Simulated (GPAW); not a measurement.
Input of a GPAW 26.7.0 run:

File run.py:

```python
from ase import Atoms
from ase.filters import FrechetCellFilter
from ase.io import write
from ase.optimize import BFGS
from gpaw import GPAW, PW, setup_paths

setup_paths.insert(0, '.')

atoms = Atoms(['As'],
              cell=[[2.7036817444, 0.0, 0.0],
                    [0.0, 2.7036817444, 0.0],
                    [0.0, 0.0, 2.7036817444]],
              scaled_positions=[[0.5, 0.5, 0.5]],
              pbc=True)

calc = GPAW(mode=PW(600),
            xc='BLYP',
            kpts={'size': (10, 10, 10), 'gamma': True},
            occupations={'name': 'fermi-dirac', 'width': 0.05},
            nbands=9,
            convergence={'density': 1e-05, 'forces': 0.0001},
            eigensolver='davidson',
            maxiter=150,
            txt='gpaw.txt')
atoms.calc = calc
opt = BFGS(FrechetCellFilter(atoms), trajectory='relax.traj', logfile='-')
done = opt.run(fmax=0.02, steps=60)
calc.write('gs.gpw')
write('result.traj', atoms)
print('Converged:', done)
print('Cell:', atoms.cell.cellpar().round(4))
print('Volume:', round(atoms.get_volume(), 4))
print(atoms.get_scaled_positions().round(5))
```

Potentials or basis: PAW data sets generated in the run's folder for this functional, pw.

The run is started by

```bash
$ gpaw-setup -f BLYP As
$ OMP_NUM_THREADS=1 python run.py
```

Problem. What does it give for the band gap on the k mesh?

Solution. None (metal or under the smearing width).

Problem. Estimate the space group after relaxing (to 0.05 Å).

Solution. Pm-3m (No. 221).

Problem. Predict the relaxed cell.

Solution. a = 2.801 Å, b = 2.801 Å, c = 2.801 Å, α = 90.00°, β = 90.00°, γ = 90.00°.

Problem. Estimate the relaxed volume.

Solution. 21.97 Å³/atom.

Step by step:
```csv
step,energy change (eV),largest force (eV/Å),pressure (GPa),volume (Å³)
1,0.0000,0.0000,8.72,19.76
2,-0.0381,0.0000,4.47,20.70
3,-0.0548,0.0000,0.44,21.83
4,-0.0550,0.0000,0.03,21.97
```

Caveat: later steps reuse the first step's grids.
